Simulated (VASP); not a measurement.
Crystal: AlPt.

```
CELL_PARAMETERS angstrom
3.09155 0.00000 0.00000
0.00000 3.09155 0.00000
0.00000 0.00000 3.09155
ATOMIC_POSITIONS crystal
Al 0.00000 0.00000 0.00000
Pt 0.50000 0.50000 0.50000
```

Measurements of this composition are mostly on another form, of space group No. 198.

```yaml
Program: VASP 6.6.1
Task: relaxation of cell and atoms
Functional: PBEsol
Potentials_or_basis: VASP PAW PBE potentials, release 64 (Al, Pt)
Cutoff: 600 eV
k_mesh: 14 × 14 × 14
Occupations: gaussian, width 0.1 eV
Spin: no spin polarisation
```

At the start: pressure -5.8 GPa; volume 14.77 Å³/atom.

Task: Where does the relaxation end?

Result: Over 4 steps the energy falls by 8.3 meV/atom and the volume is 14.32 Å³/atom (-3.0 %); space group Pm-3m (No. 221, to 0.05 Å).

Step by step:
| step | energy change (eV) | largest force (eV/Å) | pressure (GPa) | volume (Å³) |
| --- | --- | --- | --- | --- |
| 1 | 0.0000 | 0.0000 | -5.76 | 29.55 |
| 2 | 0.0255 | 0.0000 | 10.68 | 27.33 |
| 3 | -0.0165 | 0.0000 | -0.07 | 28.67 |
| 4 | -0.0165 | 0.0000 | 0.04 | 28.65 |

Final structure:
```
CELL_PARAMETERS angstrom
3.05988 0.00000 0.00000
0.00000 3.05988 0.00000
0.00000 0.00000 3.05988
ATOMIC_POSITIONS crystal
Al 0.00000 0.00000 0.00000
Pt 0.50000 0.50000 0.50000
```

Caveat: the PAW data sets were made with another functional, which shifts forces and pressure a little.
